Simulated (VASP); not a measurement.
# TiB (F-43m) in VASP: further runs

The runs below take TiB through single point, with PBEsol, r2SCAN.

Program: VASP 6.6.1. These are calculated values, not measurements. Logs are shortened: lines on timing, memory, paths and dates and some standing lists are left out, and cuts for length are marked.

### 1 The undisturbed crystal

It takes space group F-43m (No. 216, cubic). Conventional cell: a = 4.960 Å, b = 4.960 Å, c = 4.960 Å, α = 90.00°, β = 90.00°, γ = 90.00°. Around Ti (site symmetry -43m) lie 4 B at 2.15 Å. Around B (site symmetry -43m) lie 4 Ti at 2.15 Å.

### 2 Single point, PBEsol

Input file INCAR:

```
SYSTEM = TiB
  ALGO = Normal
  EDIFF = 1E-6
  ENCUT = 520
  GGA = PS
  ISIF = 2
  ISMEAR = 0
  LASPH = .TRUE.
  LCHARG = .FALSE.
  LREAL = .FALSE.
  LWAVE = .FALSE.
  NBANDS = 14
  NELM = 100
  PREC = Accurate
  SIGMA = 0.1
```

Input file KPOINTS:

```
k-points
0
G
  14 14 14
  0 0 0
```

Input file POSCAR:

```
TiB
1.0
    0.0000000000      2.4798190218      2.4798190218
    2.4798190218      0.0000000000      2.4798190218
    2.4798190218      2.4798190218      0.0000000000
Ti B
1 1
Direct
    0.7500000000      0.7500000000      0.7500000000
    0.0000000000      0.0000000000      0.0000000000
```

Potentials or basis: VASP PAW PBE potentials, release 64 (Ti_sv, B).

Started as:

```console
> cat potpaw_PBE.64/Ti_sv/POTCAR potpaw_PBE.64/B/POTCAR > POTCAR
> mpirun -np 1 vasp_std > vasp.out
```

OUTCAR:

```text
SYSTEM = TiB
   EDIFF = 1E-6
   ENCUT = 520
   GGA = PS
   ISIF = 2
   ISMEAR = 0
   LASPH = .TRUE.
   LREAL = .FALSE.
   NELM = 100
   PREC = Accurate

 ion  position               nearest neighbor table
   1  0.750  0.750  0.750-   2 2.15   2 2.15   2 2.15   2 2.15
   2  0.000  0.000  0.000-   1 2.15   1 2.15   1 2.15   1 2.15

  LATTYP: Found a face centered cubic cell.
 ALAT       =     4.9596380436

  Lattice vectors:

 A1 = (   0.0000000000,   2.4798190218,   2.4798190218)
 A2 = (   2.4798190218,   0.0000000000,   2.4798190218)
 A3 = (   2.4798190218,   2.4798190218,   0.0000000000)

Analysis of symmetry for initial positions (statically):
=====================================================================
 Subroutine PRICEL returns:
 Original cell was already a primitive cell.

 Routine SETGRP: Setting up the symmetry group for a
 face centered cubic supercell.

 Subroutine GETGRP returns: Found 24 space group operations
 (whereof 24 operations were pure point group operations)
 out of a pool of 48 trial point group operations.

The static configuration has the point symmetry T_d .

Analysis of symmetry for dynamics (positions and initial velocities):
=====================================================================
 Subroutine PRICEL returns:
 Original cell was already a primitive cell.

 Routine SETGRP: Setting up the symmetry group for a
 face centered cubic supercell.

 Subroutine GETGRP returns: Found 24 space group operations
 (whereof 24 operations were pure point group operations)
 out of a pool of 48 trial point group operations.

The dynamic configuration has the point symmetry T_d .

 Subroutine INISYM returns: Found 24 space group operations
 (whereof 24 operations are pure point group operations),
 and found     1 'primitive' translations

----------------------------------------------------------------------------------------

                                     Primitive cell

  volume of cell :      30.4993

  direct lattice vectors                    reciprocal lattice vectors
     0.000000000  2.479819022  2.479819022    -0.201627617  0.201627617  0.201627617
     2.479819022  0.000000000  2.479819022     0.201627617 -0.201627617  0.201627617
     2.479819022  2.479819022  0.000000000     0.201627617  0.201627617 -0.201627617

  length of vectors
     3.506993693  3.506993693  3.506993693     0.349229277  0.349229277  0.349229277

  position of ions in fractional coordinates (direct lattice)
     0.750000000  0.750000000  0.750000000
     0.000000000  0.000000000  0.000000000

  ion indices of the primitive-cell ions
   primitive index   ion index
                 1           1
                 2           2

----------------------------------------------------------------------------------------

 KPOINTS: k-points

Automatic generation of k-mesh.
 Grid dimensions read from file:
 generate k-points for:   14   14   14

 Generating k-lattice:

  Cartesian coordinates                     Fractional coordinates (reciprocal lattice)
    -0.014401973  0.014401973  0.014401973     0.071428571  0.000000000  0.000000000
     0.014401973 -0.014401973  0.014401973     0.000000000  0.071428571  0.000000000
     0.014401973  0.014401973 -0.014401973     0.000000000  0.000000000  0.071428571

  Length of vectors
     0.024944948  0.024944948  0.024944948

  Shift w.r.t. Gamma in fractional coordinates (k-lattice)
     0.000000000  0.000000000  0.000000000

 Subroutine IBZKPT returns following result:
 ===========================================

 Found    104 irreducible k-points:

 Following reciprocal coordinates:
            Coordinates               Weight
  0.000000  0.000000  0.000000      1.000000
  0.071429  0.000000  0.000000      8.000000
  0.142857  0.000000  0.000000      8.000000
  0.214286  0.000000  0.000000      8.000000
  0.285714  0.000000  0.000000      8.000000
  0.357143  0.000000  0.000000      8.000000
[... 16 lines left out ...]
  0.214286  0.142857  0.000000     24.000000
  0.285714  0.142857  0.000000     24.000000
 [... further k-points ...]
   k-points           NKPTS =    104   k-points in BZ     NKDIM =    104   number of bands    NBANDS=     14
   number of dos      NEDOS =    301   number of ions     NIONS =      2
   total plane-waves  NPLWV =  21952
   dimension x,y,z NGX =    28 NGY =   28 NGZ =   28
   dimension x,y,z NGXF=    56 NGYF=   56 NGZF=   56
   ions per type =               1   1
   NGX,Y,Z   is equivalent  to a cutoff of  13.27, 13.27, 13.27 a.u.
   NGXF,Y,Z  is equivalent  to a cutoff of  26.55, 26.55, 26.55 a.u.
 SYSTEM =  TiB
   PREC   = accura    normal or accurate (medium, high low for compatibility)
   ISTART =      0    job   : 0-new  1-cont  2-samecut
   ICHARG =      2    charge: 1-file 2-atom 10-const
   ISPIN  =      1    spin polarized calculation?
   LNONCOLLINEAR =      F non collinear calculations
   LSORBIT =      F    spin-orbit coupling
   LASPH  =      T    aspherical Exc in radial PAW
   ENCUT  =  520.0 eV  38.22 Ry    6.18 a.u.   6.52  6.52  6.52*2*pi/ulx,y,z
   NELM   =    100;   NELMIN=  2; NELMDL= -5     # of ELM steps
   EDIFF  = 0.1E-05   stopping-criterion for ELM
   LREAL  =      F    real-space projection
   EDIFFG = 0.1E-04   stopping-criterion for IOM
   NSW    =      0    number of steps for IOM
   IBRION =     -1    ionic relax: 0-MD 1-quasi-New 2-CG
   NFREE  =      0    steps in history (QN), initial steepest desc. (CG)
   ISIF   =      2    stress and relaxation
   ISYM   =      2    0-nonsym 1-usesym 2-fastsym
   POTIM  = 0.5000    time-step for ionic-motion
   TEBEG  =    0.0;   TEEND  =   0.0 temperature during run
   PSTRESS=    0.0 pullay stress
   NELECT =      15.0000    total number of electrons
   NUPDOWN=      -1.0000    fix difference up-down
   EMIN   =  10.00;   EMAX   =-10.00  energy-range for DOS
   EFERMI =   0.00;   METHOD = LEGACY
   ISMEAR =     0;   SIGMA  =   0.10  broadening in eV -4-tet -1-fermi 0-gaus
   EFERMI_NEDOS =   21; number of points for ismear=-14 and -15
   IALGO  =     38    algorithm
   IMIX   =      4    mixing-type and parameters
     AMIX     =   0.40;   BMIX     =  1.00
     AMIX_MAG =   1.60;   BMIX_MAG =  1.00
  volume/ion in A,a.u.               =      15.25       102.91
  Fermi-wavevector in a.u.,A,eV,Ry     =   1.292236  2.441972 22.720023  1.669875
  Thomas-Fermi vector in A             =   2.423957
   LORBIT       =      0    0 simple, 1 ext, 2 COOP (PROOUT), +10 PAW based schemes
   GGA     = PS    functional components
   LHFCALC =     F    Hartree Fock is set to
   AEXX    =    0.0000 exact exchange contribution
   IVDW    =     0    specifies the selected vdW correction
   LEPSILON=     F    determine dielectric tensor
   LRPA    =     F    only Hartree local field effects (RPA)
 non-spin polarized calculation
 Gauss-broadening in eV      SIGMA  =   0.10
  energy-cutoff  :      520.00
  volume of cell :       30.50
 maximum number of plane-waves:       869
 NGX is ok and might be reduce to    28

 number of electron      15.0000004 magnetization

 Free energy of the ion-electron system (eV)
  ---------------------------------------------------
  ext. energy  EPLUGINS =         0.00000000
  ---------------------------------------------------
  free energy    TOTEN  =       -13.82170101 eV

  energy without entropy =      -13.81318060  energy(sigma->0) =      -13.81744080

 E-fermi :   4.5105     XC(G=0): -10.5769

 val. band max:        4.4966544179   @ k =   0.5000   0.2857   0.1429
 cond. band min:       4.5149273271   @ k =   0.4286   0.2857   0.0714
 fundamental gap:      0.0182729092
 Fermi energy:         4.5104720454

 k-point     1 :       0.0000    0.0000    0.0000
  band No.  band energies     occupation
      1     -51.4283      2.00000
      2     -27.7434      2.00000
      3     -27.7434      2.00000
      4     -27.7434      2.00000
      5      -3.2050      2.00000
      6       3.5392      2.00000
      7       3.5392      2.00000
      8       3.5392      2.00000
      9       6.6311      0.00000
     10       6.6311      0.00000
     11      12.6106      0.00000
     12      12.9394      0.00000
     13      12.9394      0.00000
     14      12.9394      0.00000

 k-point     2 :       0.0714    0.0000    0.0000
  band No.  band energies     occupation
      1     -51.4277      2.00000
      2     -27.7497      2.00000
      3     -27.7443      2.00000
      4     -27.7443      2.00000
      5      -3.1203      2.00000
      6       3.4695      2.00000
      7       3.5733      2.00000
      8       3.5733      2.00000
      9       6.6070      0.00000
     10       6.6070      0.00000
     11      12.5157      0.00000
     12      12.8750      0.00000
     13      12.8750      0.00000
     14      12.9199      0.00000

 k-point     3 :       0.1429    0.0000    0.0000
  band No.  band energies     occupation
      1     -51.4260      2.00000
      2     -27.7674      2.00000
      3     -27.7471      2.00000
      4     -27.7471      2.00000
      5      -2.8729      2.00000
      6       3.2807      2.00000
      7       3.6643      2.00000
      8       3.6643      2.00000
      9       6.5571      0.00000
     10       6.5571      0.00000
     11      11.8068      0.00000
     12      12.6775      0.00000
     13      12.6775      0.00000
     14      13.3278      0.00000
[... 324 lines left out ...]
 k-point    23 :       0.2143    0.1429    0.0000
  band No.  band energies     occupation
      1     -51.4234      2.00000
      2     -27.7832      2.00000
      3     -27.7574      2.00000
      4     -27.7563      2.00000
      5      -2.4751      2.00000
      6       2.9889      2.00000
      7       3.8458      2.00000
      8       3.8619      2.00000
      9       6.1129      0.00000
     10       6.8035      0.00000
     11      11.3681      0.00000
     12      11.7020      0.00000
     13      12.3161      0.00000
     14      13.6866      0.00000

 k-point    24 :       0.2857    0.1429    0.0000
  band No.  band energies     occupation
      1     -51.4210      2.00000
      2     -27.8063      2.00000
      3     -27.7623      2.00000
      4     -27.7607      2.00000
      5      -2.0646      2.00000
      6       2.7837      2.00000
      7       3.9158      2.00000
      8       3.9905      2.00000
      9       6.0789      0.00000
     10       6.8666      0.00000
     11      10.2704      0.00000
     12      11.2605      0.00000
     13      11.9974      0.00000
     14      14.2459      0.00000

 [... further k-points ...]

------------------------ aborting loop because EDIFF is reached ----------------------------------------

  FORCE on cell =-STRESS in cart. coord.  units (eV):
  Direction    XX          YY          ZZ          XY          YZ          ZX
  --------------------------------------------------------------------------------------
  -------------------------------------------------------------------------------------
  Total       -0.6175784     -0.6175784     -0.6175784      0.0000000      0.0000000      0.0000000
  in kB      -32.4423807    -32.4423807    -32.4423807      0.0000000      0.0000000      0.0000000
  external PRESSURE =     -32.4423807 kB  Pullay stress =       0.0000000 kB

 VOLUME and BASIS-vectors are now :
 -----------------------------------------------------------------------------
  energy-cutoff  :      520.00
  volume of cell :       30.50
      direct lattice vectors                 reciprocal lattice vectors
     0.000000000  2.479819022  2.479819022    -0.201627617  0.201627617  0.201627617
     2.479819022  0.000000000  2.479819022     0.201627617 -0.201627617  0.201627617
     2.479819022  2.479819022  0.000000000     0.201627617  0.201627617 -0.201627617

 POSITION                                       TOTAL-FORCE (eV/Angst)
 -----------------------------------------------------------------------------------
      3.71973      3.71973      3.71973         0.000000      0.000000     -0.000000
      0.00000      0.00000      0.00000        -0.000000     -0.000000      0.000000
 -----------------------------------------------------------------------------------
    total drift:                                0.000001      0.000001      0.000001

  FREE ENERGIE OF THE ION-ELECTRON SYSTEM (eV)
  ---------------------------------------------------
  free  energy   TOTEN  =       -13.8217010058 eV

  energy  without entropy=      -13.8131805969  energy(sigma->0) =      -13.81744080
```

It took 26 s on 1 thread of AMD EPYC 9R45 (Zen 5), shared host; peak memory 0.16 GiB.

Results:

```yaml
Free_energy: -13.8217 eV
Pressure: -3.2 GPa
Band_gap_on_the_k_mesh: none (metal or under the smearing width)
```

Caveat: the PAW data sets were made with another functional, which shifts forces and pressure a little.

### 3 Single point, r2SCAN

POSCAR is that of step 2.

Input file INCAR.step1:

```
SYSTEM = TiB
ALGO     = Normal         ! electronic algorithm
EDIFF    = 1E-4           ! SCF threshold, eV
ENCUT    = 520            ! plane-wave cutoff, eV
GGA      = PE             ! functional
ISMEAR   = -5             ! smearing method
LASPH    = .TRUE.         ! aspherical terms in the spheres
LCHARG   = .FALSE.        ! write CHGCAR
LMAXMIX  = 4              ! l up to which the mixer works
LREAL    = .FALSE.        ! projectors in reciprocal space
LWAVE    = .TRUE.         ! write WAVECAR
NELM     = 100            ! most SCF steps
PREC     = Accurate       ! precision mode
SIGMA    = 0.1            ! smearing width, eV
```

Input file INCAR.step2:

```
SYSTEM = TiB
ALGO     = Normal         ! electronic algorithm
EDIFF    = 1E-7           ! SCF threshold, eV
ENCUT    = 520            ! plane-wave cutoff, eV
ISIF     = 2              ! what is computed and relaxed
ISMEAR   = 0              ! smearing method
ISTART   = 1            
LASPH    = .TRUE.         ! aspherical terms in the spheres
LCHARG   = .FALSE.        ! write CHGCAR
LMAXMIX  = 4              ! l up to which the mixer works
LMIXTAU  = .TRUE.       
LORBIT   = 10             ! projections on sites
LREAL    = .FALSE.        ! projectors in reciprocal space
LWAVE    = .FALSE.        ! write WAVECAR
METAGGA  = R2SCAN         ! meta-GGA
NELM     = 100            ! most SCF steps
PREC     = Accurate       ! precision mode
SIGMA    = 0.1            ! smearing width, eV
```

KPOINTS is that of step 2.

Potentials or basis: VASP PAW PBE potentials, release 64 (Ti_sv, B).

Started as:

```console
> cat potpaw_PBE.64/Ti_sv/POTCAR potpaw_PBE.64/B/POTCAR > POTCAR
> cp INCAR.step1 INCAR
> mpirun -np 1 vasp_std > vasp.out
> cp INCAR.step2 INCAR
> mpirun -np 1 vasp_std > vasp.out
```

It took 1.8 min on 1 thread of AMD EPYC 9R45 (Zen 5), shared host; peak memory 0.17 GiB.

It converged, with:

| Quantity | Value |
| --- | --- |
| Free energy | -18.9216 eV |
| Pressure | -0.2 GPa |
| Band gap on the k mesh | none (metal or under the smearing width) |
| Valence electrons inside the program's atomic spheres | Ti 10.29; B 1.89 |

Levels at points of the mesh, in eV from the Fermi level:
```csv
k point,band 6,band 7,band 8,band 9,band 10,band 11
"(0.00, 0.00, 0.00)",-1.05,-1.05,-1.05,2.46,2.46,8.71
"(0.50, 0.00, 0.00)",-2.37,-0.56,-0.56,2.83,2.83,3.43
"(0.50, 0.50, 0.00)",-2.84,0.82,0.85,0.85,3.21,3.98
```

Caveat: the PAW data sets were made with another functional, which shifts forces and pressure a little.
